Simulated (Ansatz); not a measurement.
`CCCBO` + `FC(S)S` → `OBC(F)S` + `CCCS`  (formal exchange of groups at a B–C bond)

Gas-phase electronic energies from Ansatz, PBE0-D4/def2-TZVP geometries. CCSD(T)/CBS is the MP2 limit (def2-TZVPP, def2-QZVPP) plus CCSD(T) − MP2 in def2-TZVPP, frozen cores. One conformer a species, not always the lowest.

| species | CCSD(T)/CBS(def2) energy (Eh) |
| --- | --- |
| `CCCBO` | -219.60318 |
| `FC(S)S` | -935.17586 |
| `OBC(F)S` | -638.03383 |
| `CCCS` | -516.75202 |

(1) Work out ΔE.

Largest T1 diagnostic among the species: 0.013.

Results:

(1) ΔE = (-638.03383) + (-516.75202) − (-219.60318) − (-935.17586) = -0.00681 Eh = -4.3 kcal/mol.
